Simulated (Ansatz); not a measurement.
**An O vacancy in rutile TiO2, 71 atoms, charge 0**

How high is the barrier for this jump? The start is relaxed, a band joins it to the far end, and PBEsol and HSE06 are the levels used.

All numbers are computed with Ansatz 0.2.0 (PAW, plane waves).

**1. The system as built**

71 atoms (24 Ti, 47 O); a = 9.183 Å, b = 9.183 Å, c = 8.817 Å, α = 90.00°, β = 90.00°, γ = 90.00°. All atoms were shaken off their sites by about 0.02 Å along each axis. Defect site 1: (0.598, 0.402, 0.500).

Plan of the steps: (2) PBEsol relaxation at the single k point (¼, ¼, ¼), on 1 × NVIDIA GB200 with 8 threads of Arm Neoverse-V2; (3) HSE06 single point at the single k point (¼, ¼, ¼), on 1 × NVIDIA GB200 with 8 threads of Arm Neoverse-V2; (4) PBEsol band at the single k point (¼, ¼, ¼), on 1 × NVIDIA GB200 with 8 threads of Arm Neoverse-V2.

**2. Relaxing the atoms with PBEsol**

Contents of in.yaml:

```yaml
crystal:
  lattice:
    - [9.182828, 0.000000, 0.000000]
    - [0.000000, 9.182828, 0.000000]
    - [0.000000, 0.000000, 8.816612]
  atoms:
    - { symbol: Ti, position: [0.002811, 0.998237, 0.999847] }
    - { symbol: Ti, position: [0.999624, 0.002167, 0.328549] }
    - { symbol: Ti, position: [0.002026, 0.998406, 0.668602] }
    - { symbol: Ti, position: [0.000182, 0.502321, 0.999467] }
    - { symbol: Ti, position: [0.003041, 0.498295, 0.335532] }
    - { symbol: Ti, position: [0.004071, 0.499900, 0.665023] }
    - { symbol: Ti, position: [0.499605, 0.000088, 0.996923] }
    - { symbol: Ti, position: [0.499658, 0.994515, 0.333024] }
    - { symbol: Ti, position: [0.500769, 0.999241, 0.665418] }
    - { symbol: Ti, position: [0.499542, 0.499241, 0.001593] }
    - { symbol: Ti, position: [0.498263, 0.498843, 0.338422] }
    - { symbol: Ti, position: [0.496247, 0.499074, 0.665934] }
    - { symbol: Ti, position: [0.248609, 0.248932, 0.166985] }
    - { symbol: Ti, position: [0.249433, 0.254470, 0.504856] }
    - { symbol: Ti, position: [0.250316, 0.247962, 0.833440] }
    - { symbol: Ti, position: [0.249500, 0.749851, 0.164864] }
    - { symbol: Ti, position: [0.245721, 0.751364, 0.499603] }
    - { symbol: Ti, position: [0.251786, 0.753260, 0.832049] }
    - { symbol: Ti, position: [0.753097, 0.255276, 0.164092] }
    - { symbol: Ti, position: [0.748621, 0.252027, 0.504749] }
    - { symbol: Ti, position: [0.750314, 0.252293, 0.834023] }
    - { symbol: Ti, position: [0.749228, 0.750143, 0.170814] }
    - { symbol: Ti, position: [0.752278, 0.751962, 0.501908] }
    - { symbol: Ti, position: [0.750132, 0.751959, 0.832973] }
    - { symbol: O, position: [0.155820, 0.154489, 0.999799] }
    - { symbol: O, position: [0.152733, 0.156289, 0.332488] }
    - { symbol: O, position: [0.146623, 0.147591, 0.667126] }
    - { symbol: O, position: [0.154231, 0.649243, 0.000046] }
    - { symbol: O, position: [0.153336, 0.650081, 0.328539] }
    - { symbol: O, position: [0.152216, 0.649701, 0.666029] }
    - { symbol: O, position: [0.650817, 0.152160, 0.000432] }
    - { symbol: O, position: [0.652587, 0.149070, 0.332433] }
    - { symbol: O, position: [0.654912, 0.153752, 0.663979] }
    - { symbol: O, position: [0.650158, 0.651504, 0.000003] }
    - { symbol: O, position: [0.652621, 0.653627, 0.335447] }
    - { symbol: O, position: [0.651129, 0.651173, 0.670918] }
    - { symbol: O, position: [0.347588, 0.343961, 0.999049] }
    - { symbol: O, position: [0.350543, 0.350383, 0.333018] }
    - { symbol: O, position: [0.348402, 0.347178, 0.664671] }
    - { symbol: O, position: [0.348152, 0.846920, 0.996395] }
    - { symbol: O, position: [0.346298, 0.846576, 0.333482] }
    - { symbol: O, position: [0.349434, 0.844468, 0.666441] }
    - { symbol: O, position: [0.846575, 0.347798, 0.998783] }
    - { symbol: O, position: [0.849149, 0.351205, 0.334607] }
    - { symbol: O, position: [0.848367, 0.345269, 0.664826] }
    - { symbol: O, position: [0.846602, 0.843954, 0.999034] }
    - { symbol: O, position: [0.849904, 0.845610, 0.334941] }
    - { symbol: O, position: [0.848175, 0.846169, 0.664456] }
    - { symbol: O, position: [0.091416, 0.403274, 0.167363] }
    - { symbol: O, position: [0.096831, 0.405615, 0.502739] }
    - { symbol: O, position: [0.100944, 0.402470, 0.834820] }
    - { symbol: O, position: [0.093870, 0.905478, 0.167523] }
    - { symbol: O, position: [0.098592, 0.902863, 0.497374] }
    - { symbol: O, position: [0.097558, 0.901362, 0.833375] }
    - { symbol: O, position: [0.591990, 0.399346, 0.172485] }
    - { symbol: O, position: [0.600550, 0.405251, 0.832004] }
    - { symbol: O, position: [0.596114, 0.900219, 0.162798] }
    - { symbol: O, position: [0.596215, 0.903484, 0.500676] }
    - { symbol: O, position: [0.599733, 0.901620, 0.835752] }
    - { symbol: O, position: [0.405103, 0.102728, 0.165821] }
    - { symbol: O, position: [0.402727, 0.099167, 0.497140] }
    - { symbol: O, position: [0.403407, 0.096270, 0.834513] }
    - { symbol: O, position: [0.403654, 0.598736, 0.166492] }
    - { symbol: O, position: [0.402049, 0.598351, 0.500357] }
    - { symbol: O, position: [0.402362, 0.595789, 0.834499] }
    - { symbol: O, position: [0.901386, 0.097762, 0.169723] }
    - { symbol: O, position: [0.902987, 0.099781, 0.497491] }
    - { symbol: O, position: [0.902389, 0.102603, 0.832508] }
    - { symbol: O, position: [0.900849, 0.595909, 0.166337] }
    - { symbol: O, position: [0.899352, 0.595070, 0.497453] }
    - { symbol: O, position: [0.905257, 0.593551, 0.833002] }
  symmetry: { detect: false }
kpoints:
  mp_grid: { grid: [1, 1, 1], shift: [0.25, 0.25, 0.25] }
hamiltonian:
  xc: pbesol
scf:
  occupations: { method: fermi_dirac, width: 0.01 }
relax:
  f_tol: 0.03
  max_steps: 80
  escape_saddle: false
  adjacent_minimum: "off"
output:
  forces: true
  eigenvalues: true
  populations: true
```

Run with:

```
$ ansatz run in.yaml --threads 8 --pin off --max-ram 118750MiB --runs-dir r --events-out ev --progress --plain --backend cuda --devices 0, --max-vram 170GiB
```

After this run come: Single point with HSE06; The band.

**Question.** What will these runs give? Wanted: for each run, top filled to lowest empty.

The runs gave:

| level | time | top filled to lowest empty (eV) |
| --- | --- | --- |
| PBEsol, relaxation | 11 s (GPU) | none |
| HSE06 | 21 s (GPU) | 0.31 |

```
                   quantity                              value
                 relaxation  10 recorded steps, 1.78 eV gained
              largest shift                      0.32 Å (Ti11)
barrier forwards, backwards                      1.19, 1.19 eV
                       jump                        O by 2.64 Å
            band iterations                                 12
```

**In words.** The relaxation lowers the energy by 1.78 eV; the largest shift is 0.32 Å (Ti11). The PBEsol barrier is 1.19 eV forwards and 1.19 eV back, about 46 times kT at 300 K. The cell's size and k points aren't converged for it. The program's check left the order of the top open. PBEsol leaves levels partly filled (a spacing under the smearing width does that too), while HSE06 opens a spacing of 0.31 eV.
